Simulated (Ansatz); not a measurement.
**Na2Cl under strains and displacements**

These are results of DFT PBEsol, scalar-relativistic, plane waves, PAW in Ansatz, not measurements.

Cutoff 420 eV; k points 10×10×4 on the computed 6-atom cell (Γ-centred); Gaussian smearing, width 0.10 eV; no spin polarisation.

Reference cell:

```
Na Cl
1.0
     3.55609    0.00000    0.00000
     0.00000    3.55609    0.00000
     0.00000    0.00000   12.59257
Na Cl
4 2
Direct
  0.00000 0.00000 0.22690
  0.00000 0.00000 0.77310
  0.00000 0.00000 0.50000
  0.50000 0.50000 0.00000
  0.50000 0.50000 0.35918
  0.50000 0.50000 0.64082
```

Each variant moves atoms of this cell by the vectors given, if any (Å), and then applies a symmetric strain (tensor components, Cartesian axes). The reference cell isn't relaxed at this level. Energies are per atom at zero smearing, counted from the reference cell. Pressure is positive in compression.

1. strain (xx yy zz yz xz xy, %) -5.56 -1.13 2.01 0.00 0.00 0.00; moves: Na1 (0.000, 0.000, -0.052); Na2 (0.000, 0.000, 0.052); Cl5 (0.000, 0.000, -0.005); Cl6 (0.000, 0.000, 0.005)
2. no strain; moves: Cl6 (-0.019, 0.149, 0.005)
3. strain (xx yy zz yz xz xy, %) -1.65 -0.78 3.28 0.10 -1.22 -0.71; moves: Na1 (0.012, 0.078, 0.102); Na2 (-0.078, 0.011, -0.062); Na3 (0.024, -0.019, 0.052); Na4 (-0.035, -0.034, -0.075); Cl5 (0.115, 0.015, 0.036); Cl6 (-0.037, -0.051, -0.052)
4. strain (xx yy zz yz xz xy, %) 7.23 7.23 -1.77 0.00 0.00 0.00; moves: Na1 (0.000, 0.000, 0.035); Na2 (0.000, 0.000, -0.035); Cl5 (0.000, 0.000, 0.038); Cl6 (0.000, 0.000, -0.038)
5. strain (xx yy zz yz xz xy, %) -0.26 -0.55 -0.45 0.09 0.50 -0.09; moves: Na1 (-0.013, -0.031, 0.048); Na2 (-0.006, -0.012, -0.031); Na3 (-0.014, 0.099, 0.012); Na4 (0.007, -0.024, 0.009); Cl5 (0.018, 0.022, 0.011); Cl6 (0.008, -0.053, -0.048)
6. strain (xx yy zz yz xz xy, %) 0.79 0.79 -5.21 0.00 0.00 0.00; moves: Na1 (0.000, 0.000, -0.050); Na2 (0.000, 0.000, 0.050); Cl5 (0.000, 0.000, -0.013); Cl6 (0.000, 0.000, 0.013)
7. strain (xx yy zz yz xz xy, %) -2.00 -3.12 -1.23 0.00 0.66 0.00; moves: Na1 (-0.151, 0.000, -0.063); Na2 (0.151, 0.000, 0.063); Cl5 (-0.046, 0.000, 0.037); Cl6 (0.046, 0.000, -0.037)
8. strain (xx yy zz yz xz xy, %) 1.70 1.70 0.20 0.00 0.00 0.00; moves: Na1 (0.000, 0.000, 0.034); Na2 (0.000, 0.000, -0.034); Cl5 (0.000, 0.000, -0.040); Cl6 (0.000, 0.000, 0.040)
9. strain (xx yy zz yz xz xy, %) -3.71 -3.71 -0.70 0.00 0.00 0.00; moves: Na1 (0.000, 0.000, -0.058); Na2 (0.000, 0.000, 0.058); Cl5 (0.000, 0.000, 0.163); Cl6 (0.000, 0.000, -0.163)

The reference cell has pressure -0.62 GPa, largest force 0.136 eV/Å and no gap (metal).

```csv
variant,ΔE (meV/atom),P (GPa),largest force (eV/Å),space group
1,6.9,0.13,0.29,Pmmm
2,0.3,-0.58,0.13,P1
3,-4.5,-0.51,0.09,P1
4,49.9,-1.91,0.17,P4/mmm
5,-2.2,-0.30,0.08,P1
6,9.7,-0.09,0.08,P4/mmm
7,3.4,0.43,0.28,P2/m
8,7.3,-1.04,0.16,P4/mmm
9,19.4,0.99,0.66,P4/mmm
```

Variants 3, 5 lie under the reference cell, which is therefore no minimum at this level.